**Question: two functionals agree on the gap. Can I trust it?**

I have band gaps for six zincblende semiconductors from two functionals, PBE and PBEsol, with the atoms held in the same places. "Given" stands for PBE, and the plain columns are PBEsol.

Zincblende crystals (space group F-43m), computed with Ansatz 0.2.0 using plane waves and PAW, scalar-relativistic, without spin polarisation, with a 420 eV cutoff and Gaussian smearing. Given gaps and pressures are from PBE, the plain ones from PBEsol in the same cell with fixed atoms. Gaps are read on the Γ-centred k mesh; pressure is positive in compression.

```
formula  element on site A  Z A  element on site B  Z B  volume per atom (Å³)  shortest distance (Å)    k mesh  smearing width  asked k mesh  given band gap (eV)  given pressure (GPa)  band gap (eV)  pressure (GPa)  band gap less given band gap (eV)  costlier level
    MgS                 Mg   12                  S   16                 23.11                  2.467     8×8×8         0.02 eV         8×8×8                3.374                  0.01          3.204           -1.32                             -0.170          PBEsol
    ZnS                 Zn   30                  S   16                 20.16                  2.357  10×10×10         0.02 eV      10×10×10                2.016                  0.02          1.881           -3.41                             -0.135          PBEsol
    GaN                 Ga   31                  N    7                 11.76                  1.970  10×10×10         0.02 eV      10×10×10                1.541                  0.00          1.490           -5.85                             -0.051          PBEsol
    GaP                 Ga   31                  P   15                 20.85                  2.384     8×8×8         0.02 eV         8×8×8                1.583                  0.04          1.493           -2.86                             -0.090          PBEsol
   GaSb                 Ga   31                 Sb   51                 29.99                  2.691  12×12×12          0.1 eV      12×12×12                0.000                  0.00          0.000           -2.29                              0.000          PBEsol
    InP                 In   49                  P   15                 26.46                  2.581  10×10×10         0.02 eV      10×10×10                0.441                 -0.02          0.347           -2.51                             -0.094          PBEsol
```

The two gaps never differ by more than 0.17 eV, and for GaSb they agree exactly. I was about to quote that difference as the uncertainty of the gap. Is that sound? And why does the costlier level, which I took to be the better one, never open a gap?

**Answer**

It isn't sound, because the two functionals are close relatives. Both compute the exchange and correlation energy from the local electron density and its gradient, and they differ mainly in how strongly they respond to the gradient. Neither stands above the other as a method for gaps, whatever the column "costlier level" suggests. Their difference shows how much the gap depends on that one choice, and an error that both share drops out of it.

To see the shared error you need a value from outside the pair. As rough recalled sizes, the measured gaps are 3.7 eV for ZnS, 3.3 eV for zincblende GaN and 1.4 eV for InP. The PBE gaps of all three lie far below, and the PBEsol gaps lie lower still.

The PBE shortfall is about 1 eV for InP and nearly twice that for ZnS and GaN. In each of the three it is about ten times the change between the functionals or more. Spin–orbit coupling and zero-point motion are missing from the calculation, but in such crystals both normally narrow the gap, so including them would not fill the deficit. Part of the deficit comes from the cell, to which I return below.

**Why both gaps are too small**

A measured gap is the energy it costs to take an electron out of the crystal, less the energy gained by putting one in. The calculation instead reads the gap from the levels of a single potential, made for a fixed number of electrons. In the exact theory the potential jumps by a constant when the electron number passes the point where the bands are just filled, and this jump belongs to the gap. A potential that depends smoothly on the density and its gradient has no such jump in a bulk crystal. Changing the strength of the gradient term, as PBEsol does, cannot supply it.

A second fault is that each electron partly repels itself. This hurts most in compact shells, whose levels end up too high. In ZnS the PBE levels show it: the zinc 3d shell lies about 6 eV below the top of the valence band, where photoemission finds it at roughly 9 eV (a recalled size). A d shell that lies too close pushes the sulfur p levels upward, and that narrows the gap further. The table does not tell how much of the ZnS deficit comes from this push.

**What happens when the real gap is small**

Think of two limits. If the real gap is several eV wide, an error of 1 or 2 eV leaves a semiconductor with a gap that is too small. If the real gap is smaller than the error, the conduction level sinks below the valence level. The printed gap cannot follow it there, because a gap is never reported as negative.

This is what the zeros of GaSb hide. At the centre of the Brillouin zone, called Γ, two levels matter: a single s-like level, which should be the empty bottom of the conduction band, and a threefold p-like level, which should be the full top of the valence band. In ZnS the single level lies above the threefold one, as it should. In GaSb with PBEsol it lies 0.34 eV below.

Counting electrons shows why the gap is then exactly zero. Six electrons have to be placed in these two levels. In the normal order they fill the threefold level and leave the single one empty. In the inverted order two of them enter the single level, and the other four cannot fill the threefold level, so filled and empty states touch. The PBE levels at Γ stand in the same inverted order, with the single level below the threefold one, so the PBE gap vanishes for the same reason.

If you count the inverted gap as −0.34 eV, GaSb stops being an exception. Its measured gap is roughly 0.8 eV, so PBEsol misses it by about 1 eV, much as it does for InP. The true miss is probably somewhat larger for GaSb, because the missing spin–orbit coupling is strong there and would deepen the inversion. The errors are still of the same order, but InP has enough gap to survive its own. The agreement for GaSb is therefore that of two gauges resting on the same stop. Spin–orbit coupling alone would not free them: it splits the threefold level, but the upper part stays half filled and the bands still touch.

**What the cell contributes**

The atoms sit where PBE wants them, as the nearly zero given pressures show, and PBE tends to make bonds too long. The cube edge of GaSb is about 2% longer than the measured one. The s-like level at Γ is antibonding: it is high because neighbouring s orbitals oppose each other across the bond. Stretching the bond weakens that opposition, so the level falls towards the valence band. The long cell thus adds to the error of the functional, and the table cannot separate the two.

GaP shows another result of the same sensitivity. Its conduction band has several valleys, at Γ and towards the zone-boundary points L and X, and in the real crystal the lowest lies near X. On the 8×8×8 mesh PBE finds Γ and L level to within about 0.001 eV and chooses Γ; PBEsol chooses L. This mesh samples the line from Γ to X only in quarter steps, but a much finer band path between them finds no lower valley near X: the lowest conduction point stays at Γ in PBE and at L in PBEsol. Both runs therefore miss the real order of the valleys at this cell, and the choice between Γ and L, within 0.01 eV in either run, is too close to carry weight. Stretched bonds are expected to lower the Γ and L valleys relative to the one near X, so the long cell is a likely reason why they compete at all, though no run at the measured cell is here to test it. The tabulated change for GaP also compares two different transitions; for the direct gap at Γ alone it is −0.08 eV.

**Why PBEsol seems to close the gaps**

The fall at fixed atoms is a real difference between the functionals, and these runs do not isolate its cause. The Bader charges drop slightly with PBEsol in every row, which fits a less ionic bond, but MgS has the largest fall of the gap and the smallest drop of charge. The cell, however, decides how to read the minus signs in the last column of numbers. PBEsol prefers shorter bonds than PBE, and its negative pressures say that every one of these crystals is under tension and would shrink if allowed. Shrinking would raise the s-like level and widen the direct gap. The table holds the atoms still and so leaves this part out.

For InP its size can be estimated. The measured direct gap grows by roughly 0.08 eV for each GPa of pressure (a recalled value). With PBEsol the crystal is under a tension of 2.51 GPa, and letting it relax removes that tension. The gain is then about 0.08 × 2.51 ≈ 0.2 eV.

That is more than the 0.09 eV by which the InP gap fell at fixed atoms. A relaxed PBEsol crystal should therefore have a slightly wider gap than the PBE one, and the sign in the table would turn round. With recalled slopes of 0.06 eV per GPa for ZnS and 0.04 eV per GPa for GaN, the same estimate gives a gain of about 0.2 eV for each, again more than their fall. MgS is probably different: it has the largest fall and the least tension, and would need a slope of about 0.13 eV per GPa to turn its sign round. For GaSb a slope of about 0.15 eV per GPa would undo the 0.34 eV inversion under its tension of 2.29 GPa, and the recalled slope is about 0.14. A relaxed PBEsol cell is thus expected to sit near the point of inversion, so the zero owes much to the long cell, although the gap would still be far too small. The estimate assumes that a measured slope also holds for PBEsol and stays constant over this range, so trust its order of magnitude and not its digits. Even with this gain, the InP gap would remain far below the measured one.

**What to do with such a pair of gaps**

Quote the difference between PBE and PBEsol as a sensitivity to the functional at one fixed cell, never as the error of the gap. Before you use the difference at all, look at three things: the order of the levels at Γ whenever a gap is zero, the position of the band edges in both runs, and the pressure. If the real gap of such a crystal is direct and likely to be below about 1 eV, either functional may close it, so read a computed zero as a sign of possible inversion, not as evidence of a metal.
